## Results and discussion: compressing nickel towards its energy minimum

The energy of a crystal against its volume tells which size the crystal prefers and how hard it resists being squeezed or stretched. For face-centred cubic nickel, treated here in the local density approximation (LDA), the five volumes whose energies are known all lie on one side of the preferred size. The question is where the energy stops falling as the crystal shrinks, and what the two smallest volumes cost. Volume and energy are both counted per atom. The zero of energy is the minimum of an equation of state fitted to the whole curve.

Collinear-spin plane-wave DFT for fcc Ni with JDFTx 1.7.0 (patched build): LDA, scalar-relativistic PseudoDojo 0.4.1 standard pseudopotentials, 1333.36 eV wavefunction cutoff, 13×13×13 k mesh, Fermi-Dirac smearing of 0.05 eV. Static-lattice energies are counted from the minimum of a Birch-Murnaghan fit to all seven volumes.

| volume (Å³/atom) | energy (meV/atom) |
| --- | --- |
| 9.86 | ? |
| 10.07 | ? |
| 10.28 | 4.65 |
| 10.49 | 15.24 |
| 10.70 | 31.19 |
| 10.91 | 51.87 |
| 11.12 | 76.73 |

From 11.12 down to 10.28 Å³ each step of compression lowers the energy, but by less than the step before. The slope around 10.49 Å³ corresponds to a tension of about 10 GPa. In this calculation, then, a crystal of that size is far from relaxed: something would have to pull on it from all sides to keep it there.

The shrinking steps contain a second message. The last known step lowers the energy by $15.24-4.65=10.59$ meV, which is 5.36 meV less than the step before it. If the next step shrank by the same amount, it would still gain 5.23 meV and end at

$$4.65-5.23=-0.58\ \text{meV},$$

below the floor of the curve. The steps must therefore shrink faster as the crystal gets smaller, which means that the curvature of the energy has to grow.

The known rows already show this growth. The curvature measures how quickly the restoring pressure builds up when the volume changes. It falls by 22 % between 10.49 and 10.91 Å³, although the volume grows by only 4 %. Stretched nickel is softer, and read in the other direction, compression makes it stiffer.

### Why the well is lopsided

The reason lies in the different reach of attraction and repulsion. Atoms in a metal are held together by electrons shared between neighbours; in nickel these come from the s and d shells. They are kept apart because squeezed electrons gain kinetic energy, and because filled shells that begin to overlap must avoid each other under the Pauli principle. The repulsion fades faster with distance than the attraction does.

A schematic picture shows what follows. Let the repulsive energy decay with the distance between neighbours as $e^{-pd}$ and the attractive energy as $e^{-qd}$, where $d$ is the distance and $p$ is larger than $q$. At the minimum the two forces have the same strength $F$ and cancel. The curvature there is $F(p-q)$, and its rate of change with distance is $-F(p^2-q^2)$.

The first expression is positive, so the crystal is stable. The second is negative, so the crystal softens when stretched. Both signs rest on the same condition, $p>q$: the steeper repulsion that makes a stable minimum possible also makes it lopsided. Changing from distance to volume keeps both signs and adds some lopsidedness of its own, because $d$ grows only as $V^{1/3}$: even a spring that is harmonic in $d$ has a curvature in volume that falls as the crystal is stretched. Near the minimum this geometry is expected to supply roughly a third of the fall, and the shape of the well in $d$ the rest. This is an argument from theory, since the total energies in the table do not separate repulsion from attraction.

### From the known rows to a forecast

A useful formula should have this lopsidedness built in. The third-order Birch-Murnaghan form achieves it by measuring compression with $y=(V_0/V)^{2/3}$, where $V$ is the volume and $V_0$ its value at the minimum. Since $y$ varies as $1/d^2$, it changes faster on the compressed side than on the stretched side. The energy is expanded about $y=1$, where a minimum allows no linear term:

$$E=c_0\,(y-1)^2+c_1\,(y-1)^3 .$$

The constants $V_0$, $c_0$ and $c_1$ were fitted to the five known rows, which the curve follows to about 0.01 meV. The minimum comes out at 10.03 Å³, between the two withheld volumes of 10.07 and 9.86 Å³. LDA is known to bind 3d metals too tightly, so this is the preferred size in the calculation, and real nickel is larger.

The smaller of the two volumes can be worked by hand. With $V_0=10.03$ Å³, $y-1$ is about 0.0115. The fitted constants are $c_0=17925$ meV and $c_1=7556$ meV, so

$$E\approx 17925\times0.0115^2+7556\times0.0115^3\approx 2.4\ \text{meV}.$$

Almost all of this comes from the first term. Once compression is measured by $y$, a simple square comes close to the full answer.

The forecasts are as follows.

- **10.07 Å³:** almost on the floor, at 0.12 ± 0.1 meV.
- **9.86 Å³:** past the minimum, so that the energy has risen again, to 2.4 ± 0.3 meV. This is above the value at 10.07 Å³ and below that at 10.28 Å³.

The error bars are judgements, not statistical results, and the second is wider because that volume lies two steps beyond the known range. They assume that the electrons change smoothly on compression. The runs were spin-polarised and started ferromagnetic with 1 μB per atom, but the final moments are not among the data; a sudden change of the moment could break the forecast. The zero of energy also carries a little knowledge of the hidden part of the curve, but a fit that leaves the floor free shifts neither forecast by more than 0.05 meV.

The simpler alternative is a parabola in volume with the same floor, which amounts to a spring of constant stiffness. It gives 0.85 meV at 9.86 Å³. That should be too low, because such a spring does not stiffen on compression.

The withheld rows as computed:

| volume (Å³/atom) | energy (meV/atom) |
| --- | --- |
| 9.86 | 2.42 |
| 10.07 | 0.12 |

### What the hidden rows show

Both forecasts hold. The computed energies are 0.12 meV at 10.07 Å³ and 2.42 meV at 9.86 Å³, and the Birch-Murnaghan curve misses each by less than 0.01 meV. Part of this closeness is borrowed, since the floor comes from the same form fitted to all seven rows; with the floor left free the miss at 9.86 Å³ is 0.04 meV. The error bars were far too cautious for so smooth a curve. The energies show no sign of a jump in the electronic state, but they do not give the size of the magnetic moment, and one that varied gradually would pass unnoticed.

The parabola fails in an instructive way. At 9.86 Å³ it is too low by 1.57 meV, about two thirds of the computed energy. At 10.07 Å³ it errs in the other direction and gives 0.48 meV, four times the computed value.

Both errors have the same origin. The parabola has to describe the stretched crystal with one average stiffness, which is too small near the minimum. A curve that is too soft there needs a longer run to reach the floor, and so its minimum slides to 9.98 Å³. This moves it away from 10.07 Å³, where the energy comes out too high, and towards 9.86 Å³, where it comes out too low. The soft curvature lowers the second value further.

The better curve also turns the lopsidedness into a number that can be used. The bulk modulus, the resistance to a uniform change of volume, is 254.5 GPa at the minimum when derived from the five stretched rows with the floor fixed, and the coefficients of the fit with a free floor work out to about 255 GPa. The equation of state fitted to all seven rows gives 255.3 GPa. The stretched side thus held enough information to recover the stiffness at the minimum, provided that the stiffness was allowed to change along the way. For real nickel the figure is too high, as the overbinding of LDA would suggest.

The slope of the bulk modulus with pressure, 4.8 from the same five rows and 4.88 from all seven, says how fast this change is. Near the minimum, reducing the volume by 1 % raises the bulk modulus by about 5 %. A metal with a larger slope has a more lopsided well, and a parabola fitted to one side of it goes wrong sooner. The fits and their misses are listed in the printed output that follows.

For practical work, a scan of volumes should reach well past the minimum on both sides. If it covers mainly one side, it should be fitted with a form whose stiffness can change with volume. A parabola through stretched volumes can stay within about 0.7 meV of the points it was fitted to, as here, and still misplace both the minimum and the cost of going beyond it.

Printed output of the fit:

```
curvature of the energy at 10.49 A^3 (meV/A^6 per atom): 121.5
curvature of the energy at 10.70 A^3 (meV/A^6 per atom): 107.3
curvature of the energy at 10.91 A^3 (meV/A^6 per atom): 94.78
fall of the curvature from 10.49 to 10.91 A^3 (percent): 22.01
tension in the supplied cell, from its two neighbours (GPa): 10.12
fit of energy on 5 rows: coefficient of ((s/volume)**(2/3) - 1)**2 17925 +/- 6.7, coefficient of ((s/volume)**(2/3) - 1)**3 7556 +/- 110, s 10.03; rms 0.00374, worst 10.28 0.00509, leave-one-out rms 0.0099
  rows outside the fit (model, value, miss): 9.86 2.413, 2.42, -0.00724; 10.07 0.1155, 0.12, -0.00453
fit of energy on 5 rows: coefficient of (volume - s)**2 59.37 +/- 0.37, s 9.98; rms 0.479, worst 10.28 0.693, leave-one-out rms 1.08
  rows outside the fit (model, value, miss): 9.86 0.8549, 2.42, -1.57; 10.07 0.4809, 0.12, 0.361
fit of energy on 5 rows: constant 15.24 +/- 0.001, coefficient of u -1003 +/- 0.055, coefficient of u**2 16275 +/- 5.5, coefficient of u**3 7456 +/- 139; rms 0.00051, worst 10.7 -0.000817, leave-one-out rms 0.00634
  rows outside the fit (model, value, miss): 9.86 2.458, 2.42, 0.0379; 10.07 0.123, 0.12, 0.00304
volume of the minimum from the five known rows (A^3 per atom): 10.03
Ni-Ni distance at that minimum (A): 2.421
bulk modulus from the five known rows (GPa): 254.5
pressure slope of the bulk modulus from the five known rows: 4.843
error bar of the forecast at 10.07 A^3 (meV): 0.1
error bar of the forecast at 9.86 A^3 (meV): 0.3
free floor less fixed floor, forecast at 10.07 A^3 (meV): 0.007566
free floor less fixed floor, forecast at 9.86 A^3 (meV): 0.04514
```
